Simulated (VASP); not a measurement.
## VASP 6.6.1 run: SiC

INCAR

```
LASPH = .TRUE.
NELM = 96
EDIFF = 1E-7
PREC = Accurate
IBRION = -1
ISIF = 2
ISYM = 0
ENCUT = 520
LWAVE = .FALSE.
METAGGA = R2SCAN
NSW = 0
LCHARG = .FALSE.
NBANDS = 11
ISMEAR = 0
LREAL = .FALSE.
SIGMA = 0.01
ALGO = Normal
```

KPOINTS

```
KPOINTS created by Atomic Simulation Environment
0
Gamma
4 4 4
0 0 0
```

POSCAR

```
Si C
 1.0000000000000000
     0.0000000000000000    2.2216133981000001    2.2216133981000001
     2.2216133981000001    0.0000000000000000    2.2216133981000001
     2.2216133981000001    2.2216133981000001    0.0000000000000000
 Si  C
   1   1
Cartesian
  0.0000000000000000  0.0000000000000000  0.0000000000000000
  1.1108066990499998  1.1108066990499998  1.1108066990499998
```

The recommended PBE PAW datasets give the neutral cell 8 valence electrons.

Command

```
mpirun -np 1 vasp_std
```

Question: Predict the outcome of this run.

Answer: It converged. Results: gap between bands v and c on the k mesh 1.72 eV; least direct gap on the k mesh 4.95 eV; pressure -11.9 GPa. Band v is the last that the valence electrons fill when counted band by band, and c is the next.

OSZICAR

```
N       E                     dE             d eps       ncg     rms          rms(c)
DAV:   1    -0.454540039814E-01   -0.45454E-01   -0.40457E+03   816   0.623E+02
DAV:   2    -0.214475690284E+02   -0.21402E+02   -0.20258E+02  1016   0.114E+02
DAV:   3    -0.221100442638E+02   -0.66248E+00   -0.66132E+00   983   0.167E+01
DAV:   4    -0.221125830550E+02   -0.25388E-02   -0.25387E-02   905   0.132E+00
DAV:   5    -0.221125947666E+02   -0.11712E-04   -0.11712E-04   983   0.832E-02    0.865E+00
DAV:   6    -0.191085254870E+02    0.30041E+01   -0.49715E+00   891   0.104E+01    0.475E+00
DAV:   7    -0.191474152143E+02   -0.38890E-01   -0.47433E-01   997   0.397E+00    0.232E+00
DAV:   8    -0.191578742151E+02   -0.10459E-01   -0.21254E-02   873   0.111E+00    0.148E-01
DAV:   9    -0.191582206507E+02   -0.34644E-03   -0.60134E-04  1085   0.205E-01    0.125E-01
DAV:  10    -0.191583160308E+02   -0.95380E-04   -0.81431E-05   900   0.755E-02    0.111E-02
DAV:  11    -0.191583147615E+02    0.12692E-05   -0.51543E-06  1015   0.137E-02    0.412E-03
DAV:  12    -0.191583149000E+02   -0.13850E-06   -0.18756E-07   888   0.367E-03    0.686E-04
DAV:  13    -0.191583148627E+02    0.37378E-07   -0.13388E-08   540   0.681E-04
   1 F= -.19158315E+02 E0= -.19158315E+02  d E =-.181783E-15
```

These settings aren't sound, so the numbers aren't properties of the crystal.

On sound settings r²SCAN gives a gap of 1.76 eV on its mesh and a pressure of -12.1 GPa for the intended cell.
